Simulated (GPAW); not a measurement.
Input of a GPAW 26.7.0 run:

Contents of run.py:

```python
from ase.dft.bandgap import bandgap
from ase.io import read, write
from ase.units import GPa
from gpaw import GPAW, PW

atoms = read('Pd.xyz')

calc = GPAW(mode=PW(500),
            xc='PBE',
            kpts={'size': (9, 9, 9), 'gamma': True},
            occupations={'name': 'fermi-dirac', 'width': 0.05},
            nbands=17,
            maxiter=120,
            txt='gpaw.txt')
atoms.calc = calc
energy = atoms.get_potential_energy()
forces = atoms.get_forces()
stress = atoms.get_stress()
calc.write('gs.gpw')
write('result.traj', atoms)
print(f'Energy: {energy:.6f} eV')
print('Forces (eV/A):')
print(forces.round(4))
print('Stress (GPa):', (stress / GPa).round(3))
print('Fermi level:', round(calc.get_fermi_level(), 4), 'eV')
print(f'Gap: {bandgap(calc)[0]:.4f} eV, direct: {bandgap(calc, direct=True)[0]:.4f} eV')
```

Pd.xyz

```xyz
1
Lattice="0.0000000000 1.9465000000 1.9465000000 1.9465000000 0.0000000000 1.9465000000 1.9465000000 1.9465000000 0.0000000000" Properties=species:S:1:pos:R:3 pbc="T T T"
Pd     0.0000000000      0.0000000000      0.0000000000
```

Potentials or basis: GPAW PAW data sets (gpaw-data 1.2.1), pw.

Launch:

```sh
$ OMP_NUM_THREADS=1 python run.py
```

**Question.** What does it give for the pressure?

**Answer.** 6.5 GPa.

**Question.** Predict the band gap on the k mesh.

**Answer.** None (metal or under the smearing width).

Caveat: the cutoff is short for stress and forces, so pressures can be off by a GPa or more.
